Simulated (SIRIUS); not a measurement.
Rh in SIRIUS: convergence with k mesh

Input of the first run (k mesh 2 × 2 × 2); the others differ in this setting and in those tied to it:

The input sirius.json:

```json
{
  "control": {
    "processing_unit": "cpu",
    "std_evp_solver_name": "lapack",
    "gen_evp_solver_name": "lapack",
    "verbosity": 2,
    "print_forces": true,
    "ortho_rf": true,
    "use_second_variation": true,
    "rmt_max": 3.0,
    "num_bands_to_print": 17,
    "save_wf": true
  },
  "parameters": {
    "electronic_structure_method": "full_potential_lapwlo",
    "xc_functionals": ["XC_LDA_X", "XC_LDA_C_PW"],
    "core_relativity": "dirac",
    "valence_relativity": "iora",
    "num_fv_states": 17,
    "smearing": "fermi_dirac",
    "smearing_width": 0.0018374661,
    "pw_cutoff": 20,
    "gk_cutoff": 3.53,
    "lmax_apw": 10,
    "lmax_rho": 8,
    "lmax_pot": 8,
    "num_mag_dims": 0,
    "auto_rmt": 0,
    "ngridk": [2, 2, 2],
    "shiftk": [0, 0, 0],
    "num_dft_iter": 80,
    "energy_tol": 1e-07,
    "density_tol": 1e-05,
    "use_symmetry": true
  },
  "settings": {"tol_ne": 1e-10},
  "iterative_solver": {"type": "exact"},
  "mixer": {"type": "anderson", "beta": 0.5, "max_history": 8},
  "unit_cell": {
    "lattice_vectors": [[0.0, 3.5864167256, 3.5864167256], [3.5864167256, 0.0, 3.5864167256], [3.5864167256, 3.5864167256, 0.0]],
    "atom_types": ["Rh"],
    "atom_files": {"Rh": "Rh.json"},
    "atoms": {"Rh": [[0.0, 0.0, 0.0]]}
  }
}
```

File Rh.json:

```json
{
  "name": "rhodium",
  "symbol": "Rh",
  "number": 45,
  "mass": 102.9055,
  "rmin": 1e-06,
  "rmt": 2.49,
  "nrmt": 800,
  "rinf": 15.89,
  "core": "1s2s2p3s3p3d",
  "valence": [
    {"basis": [{"enu": 0.12, "dme": 0, "n": 0, "auto": 0}, {"enu": 0.12, "dme": 1, "n": 0, "auto": 0}]},
    {"l": 0, "n": 1, "basis": [{"enu": 0.22, "dme": 0, "n": 0, "auto": 0}]},
    {"l": 1, "n": 2, "basis": [{"enu": 0.22, "dme": 0, "n": 0, "auto": 0}]},
    {"l": 2, "n": 3, "basis": [{"enu": 0.22, "dme": 0, "n": 0, "auto": 0}]},
    {"l": 3, "n": 4, "basis": [{"enu": 0.22, "dme": 0, "n": 0, "auto": 0}]}
  ],
  "lo": [
    {"l": 0, "basis": [{"enu": 0.22, "dme": 0, "n": 0, "auto": 0}, {"enu": 0.22, "dme": 1, "n": 0, "auto": 0}]},
    {
      "l": 0,
      "basis": [{"enu": -2.6364, "dme": 0, "n": 4, "auto": 1}, {"enu": -2.6364, "dme": 1, "n": 4, "auto": 1}]
    },
    {
      "l": 0,
      "basis": [{"enu": -2.6364, "dme": 1, "n": 4, "auto": 1}, {"enu": 0.22, "dme": 0, "n": 0, "auto": 0}]
    },
    {"l": 0, "basis": [{"enu": 0.22, "dme": 0, "n": 0, "auto": 0}, {"enu": 2.8006, "dme": 0, "n": 0, "auto": 0}]},
    {"l": 1, "basis": [{"enu": 0.22, "dme": 0, "n": 0, "auto": 0}, {"enu": 0.22, "dme": 1, "n": 0, "auto": 0}]},
    {
      "l": 1,
      "basis": [{"enu": -1.4662, "dme": 0, "n": 4, "auto": 1}, {"enu": -1.4662, "dme": 1, "n": 4, "auto": 1}]
    },
    {
      "l": 1,
      "basis": [{"enu": -1.4662, "dme": 1, "n": 4, "auto": 1}, {"enu": 0.22, "dme": 0, "n": 0, "auto": 0}]
    },
    {"l": 1, "basis": [{"enu": 0.22, "dme": 0, "n": 0, "auto": 0}, {"enu": 3.1877, "dme": 0, "n": 0, "auto": 0}]},
    {"l": 2, "basis": [{"enu": 0.22, "dme": 0, "n": 0, "auto": 0}, {"enu": 0.22, "dme": 1, "n": 0, "auto": 0}]},
    {"l": 2, "basis": [{"enu": 0.22, "dme": 1, "n": 0, "auto": 0}, {"enu": 0.22, "dme": 2, "n": 0, "auto": 0}]},
    {"l": 2, "basis": [{"enu": 0.22, "dme": 0, "n": 0, "auto": 0}, {"enu": 2.7361, "dme": 0, "n": 0, "auto": 0}]},
    {"l": 3, "basis": [{"enu": 0.22, "dme": 0, "n": 0, "auto": 0}, {"enu": 0.22, "dme": 1, "n": 0, "auto": 0}]},
    {"l": 3, "basis": [{"enu": 0.22, "dme": 0, "n": 0, "auto": 0}, {"enu": 3.0264, "dme": 0, "n": 0, "auto": 0}]}
  ],
  "free_atom": [... radial grid and density of the free atom, the start of the SCF ...]
}
```

sirius_start.json

```json
{
  "control": {
    "processing_unit": "cpu",
    "std_evp_solver_name": "lapack",
    "gen_evp_solver_name": "lapack",
    "verbosity": 1,
    "print_forces": false,
    "ortho_rf": true,
    "use_second_variation": true,
    "rmt_max": 3.0,
    "num_bands_to_print": 17,
    "save_wf": false
  },
  "parameters": {
    "electronic_structure_method": "full_potential_lapwlo",
    "xc_functionals": ["XC_LDA_X", "XC_LDA_C_PW"],
    "core_relativity": "dirac",
    "valence_relativity": "iora",
    "num_fv_states": 17,
    "smearing": "fermi_dirac",
    "smearing_width": 0.0055123983,
    "pw_cutoff": 20,
    "gk_cutoff": 2.83,
    "lmax_apw": 10,
    "lmax_rho": 8,
    "lmax_pot": 8,
    "num_mag_dims": 0,
    "auto_rmt": 0,
    "ngridk": [1, 1, 1],
    "shiftk": [0, 0, 0],
    "num_dft_iter": 30,
    "energy_tol": 0.01,
    "density_tol": 0.05,
    "use_symmetry": true
  },
  "settings": {"tol_ne": 1e-10},
  "iterative_solver": {"type": "exact"},
  "mixer": {"type": "anderson", "beta": 0.5, "max_history": 8},
  "unit_cell": {
    "lattice_vectors": [[0.0, 3.5864167256, 3.5864167256], [3.5864167256, 0.0, 3.5864167256], [3.5864167256, 3.5864167256, 0.0]],
    "atom_types": ["Rh"],
    "atom_files": {"Rh": "Rh.json"},
    "atoms": {"Rh": [[0.0, 0.0, 0.0]]}
  }
}
```

Potentials or basis: all-electron FP-LAPW, apw+lo standard.

Run with:

```bash
$ OMP_NUM_THREADS=1 sirius.scf --input=sirius_start.json --output=start.json
$ OMP_NUM_THREADS=1 sirius.scf --input=sirius.json --output=output.json --task=1
```

Hardware: 1 thread of Arm Neoverse V1 (shared host).

```
      k mesh  energy less the tightest run, at zero smearing (meV/atom)  SCF cycles  CPU time (s)  peak memory (GiB)
   2 × 2 × 2                                                    3854.97          16            28               0.23
   4 × 4 × 4                                                    -442.73           7            20               0.24
   5 × 5 × 5                                                     157.34           7            20               0.24
   7 × 7 × 7                                                     -62.10           8            21               0.25
10 × 10 × 10                                                      -8.29           6            20               0.27
12 × 12 × 12                                                      -3.82           6            22               0.29
15 × 15 × 15                                                       0.00           6            25               0.32
```

Not settled before the last step: the energy (to 1 meV/atom). Meshes of other sizes hit other points, so gaps and Fermi surfaces needn't settle smoothly. The tightest run that finished is the yardstick and may itself not be fully converged.
